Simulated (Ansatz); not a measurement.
# Compressing AgO: a fit and a missing row

AgO, F-43m, a = 4.949 Å. The structure is a COD entry; whether it is the stable form wasn't checked. Ansatz: PBEsol, PAW, 420 eV, Γ-centred 14×14×14 mesh on 2 atoms, Gaussian smearing 0.10 eV; no spin polarisation. Symmetry fixes shape and atoms, so the cell is only scaled; pressure is positive in compression.

| V (Å³/atom) | P (GPa) |
| --- | --- |
| 14.246 | ? |
| 14.700 | 3.59 |
| 15.155 | 0.02 |
| 15.609 | -2.96 |
| 16.064 | -5.44 |

Take V0 = 15.155 Å³/atom, count pressures from its P0 = 0.02 GPa, fit the third-order Birch–Murnaghan form to the other rows, and predict the missing pressure.

With the Eulerian strain f = ½[(V0/V)^(2/3) − 1] and y = (P − P0)/[3f(1 + 2f)^(5/2)], the form is the line y = B0 + 1.5 B0 (B0′ − 4) f. Rows (f, y): 0.01026, 110.2; -0.00974, 107.1; -0.01904, 105.3. Means f = -0.006173, y = 107.53; Σ(Δf)² = 0.0004483, ΣΔfΔy = 0.07410; the slope is their ratio. y = 108.6 + 165.3 f GPa, so B0 = 108.6 GPa and B0′ = 4 + 2 × (165.3)/(3 × 108.6) = 5.01. At V = 14.246, f = 0.02105, y = 112.08 and P = 7.87 GPa. The run gave 7.88 GPa, so the fit is 0.01 GPa too low, a small miss on the scale of the series. The form still works here, 33 % of the fitted range beyond its end.

Spin polarisation was left out, and a magnetic state may lie lower.